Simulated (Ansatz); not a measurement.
# PtS2: the cost of one run

Computed with Ansatz 0.2.0 (DFT PBE, scalar-relativistic, plane waves, PAW, unless a step's input says otherwise).

The COD entry's cell or inner coordinates are ideal or old and differ from later refinements, so a difference from it is no clean test against experiment.

2 further runs of the same task are left out: 1 that didn't finish, 1 set aside as unsound or not needed.

## 1. The starting structure

The structure is trigonal, space group P-3m1 (No. 164). Conventional cell: a = 3.543 Å, b = 3.543 Å, c = 5.039 Å, α = 90.00°, β = 90.00°, γ = 120.00°. Pt (site symmetry -3m) has 6 S at 2.40 Å as nearest neighbours. Around S (site symmetry 3m) lie 3 Pt at 2.40 Å.

As a file:

```xyz
3
Lattice="3.5432 0.0000 0.0000 -1.7716 3.0685 0.0000 0.0000 0.0000 5.0388" Properties=species:S:1:pos:R:3 pbc="T T T"
Pt    0.0000    0.0000    0.0000
S     0.0000    2.0457    1.2597
S     1.7716    1.0228    3.7791
```

The structure comes from the Crystallography Open Database.

## 2. A change within a subgroup

The change: strain xx, yy, zz, yz, xz, xy = -1.2, -1.2, +7.8, +0.0, +0.0, +0.0 %; atoms moved by 0.10 Å root mean square, at most 0.13 Å.

Contents of input.yaml:

```yaml
crystal:
  lattice:
    - [3.5001850342, 0.0, 0.0]
    - [-1.7500925171, 3.0312491575, 0.0]
    - [0.0, 0.0, 5.431120968]
  atoms:
    - { symbol: Pt, position: [0.0, 0.0, 0.0213904178] }
    - { symbol: S, position: [0.3333333333, 0.6666666667, 0.2235684383] }
    - { symbol: S, position: [0.6666666667, 0.3333333333, 0.7550411439] }
basis:
  ecutwfc: 420
kpoints:
  mp_grid: { grid: [12, 12, 8] }
hamiltonian:
  xc: pbe
scf:
  occupations: { method: gaussian, width: 0.05 }
output:
  forces: true
  stress: true
  eigenvalues: true
```

The run is started by

```console
> ansatz run input.yaml --threads 1 --pin off --max-ram 1331MiB --backend cpu --events-out ev --progress --plain --runs-dir out
```

What time and memory should one allow on 1 thread of an x86-64 CPU, shared host?

About 6.9 s, with a peak of 0.49 GiB.
